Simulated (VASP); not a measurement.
## SiO$_{2}$ (fluorite): one r²SCAN single-point calculation in two programs

```
CELL_PARAMETERS angstrom
0.00000 2.26417 2.26417
2.26417 0.00000 2.26417
2.26417 2.26417 0.00000
ATOMIC_POSITIONS crystal
Si 0.00000 0.00000 0.00000
O 0.25000 0.25000 0.25000
O 0.75000 0.75000 0.75000
```

Datasets and cutoffs are each program's own. VASP's cell holds 16 valence electrons and Ansatz's 16. Ansatz's stress includes a Pulay correction; VASP's doesn't.

Cutoffs: 520 eV in VASP, 500 eV in Ansatz. k meshes: 10×10×10 and 10×10×10.

|  | VASP | Ansatz |
| --- | --- | --- |
| gap between bands v and c | 2.68 eV | 2.71 eV |
| least direct gap | 2.68 eV | 2.71 eV |
| pressure | 0.6 GPa | 0.0 GPa |

Band v is the last that the valence electrons fill when counted band by band, and c is the next. Levels in eV from the top of v, Ansatz:

| point | v−1 | v | c | c+1 |
| --- | --- | --- | --- | --- |
| Γ | -2.36 | -2.36 | 2.93 | 6.73 |
| X | -1.05 | 0.00 | 2.71 | 9.17 |
| W | -0.77 | -0.32 | 5.62 | 8.81 |
| K | -1.99 | -0.30 | 4.80 | 10.62 |
| L | -4.66 | -4.66 | 6.88 | 10.59 |

VASP:

```json
{"point": "Γ", "v−1": "-2.37", "v": "-2.37", "c": "2.92", "c+1": "6.69"}
{"point": "X", "v−1": "-1.05", "v": "0.00", "c": "2.68", "c+1": "9.15"}
{"point": "W", "v−1": "-0.77", "v": "-0.32", "c": "5.60", "c+1": "8.79"}
{"point": "K", "v−1": "-1.99", "v": "-0.30", "c": "4.77", "c+1": "10.61"}
{"point": "L", "v−1": "-4.66", "v": "-4.66", "c": "6.86", "c+1": "10.58"}
```
